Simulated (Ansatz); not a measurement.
Bulk crystal (BaS) after relaxation:

```cif
data_structure
_symmetry_space_group_name_H-M 'Fm-3m'
_symmetry_Int_Tables_number 225
_cell_length_a 6.4254
_cell_length_b 6.4254
_cell_length_c 6.4254
_cell_angle_alpha 90.000
_cell_angle_beta 90.000
_cell_angle_gamma 90.000
_cell_volume 265.28
loop_
_atom_site_label
_atom_site_type_symbol
_atom_site_symmetry_multiplicity
_atom_site_Wyckoff_symbol
_atom_site_fract_x
_atom_site_fract_y
_atom_site_fract_z
_atom_site_occupancy
Ba1 Ba 4 a 0.00000 0.00000 0.00000 1
S1 S 4 b 0.50000 0.00000 0.00000 1
```

Miller indices refer to the conventional cell of Fm-3m (No. 225), a = 6.425 Å, b = 6.425 Å, c = 6.425 Å, α = 90.00°, β = 90.00°, γ = 90.00°. The bulk's gap is 2.58 eV.

The (100) slab of 4 planes, 9.6 Å thick with 15 Å of vacuum as cut; outer planes BaS (top) and BaS (bottom).

Method: DFT r2SCAN, scalar-relativistic, plane waves, PAW in Ansatz 0.2.0. Cutoff 500 eV; k points 6×6×1 on the computed 8-atom cell (Γ-centred); Gaussian smearing, width 0.05 eV; no spin polarisation. The cell repeats along c with a dipole correction in the vacuum.

Results for the relaxed slab:

For the relaxed slab, the surface energy (mean of both faces) is 0.37 J/m², the gap of the slab on the mesh is 2.52 eV and the bulk valence band top under the vacuum level is 4.53 eV. The bulk conduction band bottom under the vacuum level is 1.95 eV.

Relaxation lowers the energy by 0.007 J/m² a face; the largest move is 0.066 Å.

| plane (bottom to top) | atoms | spacing to next, bulk (Å) | relaxed (Å) | change (%) | rumpling (Å) |
| --- | --- | --- | --- | --- | --- |
| 1 | BaS | 3.213 | 3.140 | -2.3 | 0.009 |
| 2 | BaS | 3.213 | 3.236 | +0.7 | 0.025 |
| 3 | BaS | 3.213 | 3.140 | -2.3 | 0.025 |
| 4 | BaS |  |  |  | 0.009 |

Spin-orbit coupling is left out, which matters for the bands of heavy elements.